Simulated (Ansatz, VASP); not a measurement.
PbSe: VASP beside Ansatz

File INCAR:

```
PREC     = Accurate       # precision mode
ENCUT    = 520            # plane-wave cutoff, eV
EDIFF    = 1E-6           # SCF threshold, eV
ISMEAR   = 0              # smearing method
SIGMA    = 0.03           # smearing width, eV
LREAL    = F              # projectors in reciprocal space
LASPH    = T              # aspherical terms in the spheres
NELM     = 100            # most SCF steps
ALGO     = Normal         # electronic algorithm
ISIF     = 2              # what is computed and relaxed
LWAVE    = F              # write WAVECAR
LCHARG   = F              # write CHGCAR
GGA      = PE             # functional
IVDW     = 12             # dispersion correction
NBANDS   = 17             # bands
```

File KPOINTS:

```
Automatic mesh
0
Gamma
  10 10 10
```

File POSCAR:

```
PbSe
1.0
    0.0000000000      3.1489176732      3.0494118747
    3.1489176732      0.0000000000      3.0494118747
    3.1489176732      3.1489176732      0.0000000000
Pb Se
1 1
Direct
    0.0000000000      0.0000000000      0.0000000000
    0.5000000000      0.5000000000      0.5000000000
```

Input for Ansatz:

```yaml
crystal:
  lattice:
    - [0.0, 3.1489176732, 3.0494118747]
    - [3.1489176732, 0.0, 3.0494118747]
    - [3.1489176732, 3.1489176732, 0.0]
  atoms:
    - { symbol: Pb, position: [0.0, 0.0, 0.0] }
    - { symbol: Se, position: [0.5, 0.5, 0.5] }
basis:
  ecutwfc: 420
kpoints:
  mp_grid: { grid: [10, 10, 10] }
hamiltonian:
  xc: pbe
  dispersion: d3bj
scf:
  occupations: { method: gaussian, width: 0.03 }
output:
  forces: true
  stress: true
  eigenvalues: true
```

Alike in both runs: task single point; functional PBE; dispersion D3(BJ); k mesh 10 × 10 × 10; occupations gaussian, width 0.03 eV; no spin polarisation.

```csv
,VASP,Ansatz
version,VASP 6.6.1,Ansatz 0.2.0
potentials or method,"VASP PAW PBE potentials, release 64 (Pb_d, Se)","scalar-relativistic, plane waves, PAW"
plane-wave cutoff (eV),520,420
valence electrons in the cell,20,30
```

VASP gave:

| Item | Value |
| --- | --- |
| gap on the k mesh at the Fermi level (eV) | 0.43 |
| least direct gap on the mesh (eV) | 0.43 |
| pressure (GPa) | -2.0 |
| largest component of the traceless stress (GPa) | 2.29 |

Task: Which values does Ansatz return?

Result: gap on the k mesh at the Fermi level (eV): 0.42; least direct gap on the mesh (eV): 0.42; pressure (GPa): -2.0; largest component of the traceless stress (GPa): 2.28.

The two sets of potentials don't hold the same shells in valence.

Caveats: spin-orbit coupling is left out, which as a rule narrows the gap of such compounds by several tenths of an eV. A k mesh can miss the band edges.
